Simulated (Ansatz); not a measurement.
GeO$_{2}$ (alpha-quartz type, space group P3_121)

```
CELL_PARAMETERS angstrom
      4.98872     0.00000     0.00000
     -2.49436     4.32036     0.00000
      0.00000     0.00000     5.67527
ATOMIC_POSITIONS crystal
  Ge 0.45108 0.00000 0.33333
  Ge 0.00000 0.45108 0.66667
  Ge 0.54892 0.54892 0.00000
  O  0.39622 0.30313 0.24343
  O  0.69687 0.09309 0.57676
  O  0.90691 0.60378 0.91010
  O  0.09309 0.69687 0.42324
  O  0.30313 0.39622 0.75657
  O  0.60378 0.90691 0.08990
```

The slice is a (1 -1 0 0) plane (indices of the conventional cell) through the point (0.604, 0.907, 0.090) (fractional), spanned by u = [110] and v = [001] in vectors of this cell: u (4.99 Å) and v (5.68 Å, at 90° to u). It covers one period; positions are fractions (u, v).

Method: r2SCAN (plane waves to 500 eV, PAW, scalar-relativistic; Ansatz, a first-principles code). k mesh 8×8×6. Near the nuclei the fields are pseudised (PAW); where an atom keeps semicore shells as valence, they peak there. GeO2 was relaxed with its symmetry unable to fall.

Task: Predict the map of the electron localisation function (ELF) on the slice.

Result: 
```
|xx%%@@@@%%++..                ..--##%%@@##|
|@@@@@@@@##--                  ..::++%%@@@@|
|@@@@@@%%++..                    ..--**%%@@|
|####**==..            ..........  ..--++##|
|--::..            ..::::------::..    ..::|
|                ..::--==++++==--..        |
|              ....::--++******++--..      |
|..--++++==::....::::--==******++--..      |
|**%%%%%%##++::..::::::==++****++--      ..|
|%%@@@@@@%%##==::::..::--======--..      ==|
|@@@@@@@@@@%%**--::::::::::--::::      ..**|
|@@@@@@@@@@@@%%==::::::::::....        ..**|
|%%@@@@@@@@@@%%++::............        ..++|
|##@@@@@@@@@@##++::............        ..==|
|++##%%@@@@%%**--..........::......    ..::|
|::==**####**==::      ..::::::::..........|
|..::::------::          ..................|
|........                          ........|
|--::....                          ..::::--|
|****++--..                        ..--++**|
|@@%%%%**==..                    ..--**##%%|
|%%@@@@%%**--                    ::++##%%%%|
|xx##@@@@%%++..                ..--**%%%%**|
|xxxx@@@@%%++..                ..==##%%%%xx|
```
Scale: ten equal steps from 0.00 (start of ' ') to 0.87 (end of '@'), in the order ' .:-=+*#%@'. Values: electron localisation function (ELF). The map has 21 points along u (two characters each, u = 0 at the left) and 24 along v (v = 0 in the bottom row). Points within 0.3 Å of a nucleus are blanked (x), as the pseudised field means little there.
